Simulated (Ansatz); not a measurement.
# O started on a Ca site in rocksalt CaO, 64 atoms, charge −2

All numbers come from Ansatz (PAW, plane waves, no spin–orbit coupling) at the single k point (¼, ¼, ¼) without its symmetry partners. The atoms were relaxed with PBEsol in a fixed cell; other functionals are single points on those atoms unless said otherwise. The valence top and gap of the host come from its small cell on a dense mesh, with the band extrema sought between the mesh points, lined up by the mean potential, PBEsol gap 3.54 eV, HSE06 gap 5.31 eV. The charge correction uses an assumed dielectric constant of 11.9.

Relaxed structure:

```
O Ca
1.0
     9.53520    0.00000    0.00000
     0.00000    9.53520    0.00000
     0.00000    0.00000    9.53520
O Ca
33 31
Direct
  0.24563 0.00038 0.99975
  0.24392 0.00044 0.49975
  0.24393 0.50038 0.99980
  0.24052 0.50033 0.49970
  0.74784 0.00042 0.99979
  0.74887 0.00048 0.49978
  0.74887 0.50041 0.99985
  0.79788 0.49981 0.49920
  0.99612 0.24951 0.99978
  0.99955 0.24829 0.49978
  0.99616 0.75128 0.99978
  0.99960 0.75255 0.49979
  0.49729 0.24758 0.99973
  0.49422 0.23043 0.49966
  0.49730 0.75313 0.99978
  0.49388 0.77047 0.49967
  0.99612 0.00041 0.24889
  0.99616 0.00041 0.75065
  0.99957 0.50041 0.24765
  0.99960 0.50042 0.75191
  0.49729 0.00036 0.24695
  0.49732 0.00041 0.75250
  0.49420 0.50029 0.22982
  0.49389 0.50030 0.76985
  0.64616 0.50251 0.50180
  0.24696 0.25015 0.24952
  0.24697 0.25015 0.74998
  0.24696 0.75062 0.24952
  0.24698 0.75059 0.74995
  0.74628 0.25220 0.25157
  0.74639 0.25214 0.74802
  0.74641 0.74867 0.25149
  0.74651 0.74874 0.74812
  0.99685 0.00041 0.99978
  0.99726 0.00039 0.49977
  0.99726 0.50040 0.99976
  0.01505 0.50037 0.49976
  0.49665 0.00034 0.99970
  0.49644 0.00042 0.49978
  0.49644 0.50040 0.99980
  0.24876 0.25198 0.99977
  0.25537 0.25480 0.49977
  0.24879 0.74880 0.99975
  0.25519 0.74603 0.49973
  0.74474 0.25212 0.99976
  0.73755 0.25643 0.49983
  0.74474 0.74869 0.99973
  0.73763 0.74414 0.49982
  0.24876 0.00040 0.25135
  0.24879 0.00038 0.74817
  0.25536 0.50039 0.25420
  0.25520 0.50035 0.74540
  0.74475 0.00038 0.25149
  0.74474 0.00035 0.74806
  0.73754 0.50046 0.25582
  0.73762 0.50045 0.74351
  0.99716 0.25273 0.25210
  0.99717 0.25266 0.74747
  0.99716 0.74810 0.25203
  0.99719 0.74814 0.74751
  0.49617 0.25762 0.25701
  0.49621 0.25775 0.74247
  0.49620 0.74312 0.25711
  0.49623 0.74281 0.74219
```

Chemical potentials μ are those of reference phases of the elements at zero temperature by the same functional (the usual solids, diamond for C, grey Sn, and the molecules H2, N2, O2, F2, Cl2, Br2 and S8).

```tsv
functional	E(defect) − E(host) − Σ nμ + q·E_VBM (eV)	monopole (eV)	alignment (eV)	formation energy at E_F = VBM (eV)	moment (μB)	wall time, shared host
PBEsol	8.86	0.72	0.09	9.67	0 (no spin)	7.7 s on NVIDIA GB200 (relaxation)
HSE06	11.10	0.72	0.11	11.93	0 (no spin)	12 s on NVIDIA GB200
```

(1) How does the monopole term follow by hand for this cubic cell?

HSE06 one-electron levels near the gap (the ten most localised at most), from the host's valence top, not corrected for the charge's images:

| level (eV) | spin | filling | atoms sharing it | element of the atom with most weight |
| --- | --- | --- | --- | --- |
| -0.24 | both | 2.00 | 9.5 | O |
| -0.15 | both | 2.00 | 10.8 | O |
| 0.27 | both | 2.00 | 6.8 | O |
| 0.34 | both | 2.00 | 7.5 | O |

All elements are taken at their own reference at once; growth conditions in equilibrium with the host shift these energies, by up to the host's formation enthalpy.

One k point and a cell of this size can leave errors of several tenths of an eV in such numbers.

## Answers

(1) q²·α·e²/(4πε₀)/(2εL) with the Madelung constant α = 2.837 and e²/4πε₀ = 14.40 eV·Å: 4 × 2.837 × 14.40 / (2 × 11.9 × 9.535) = 0.72 eV.
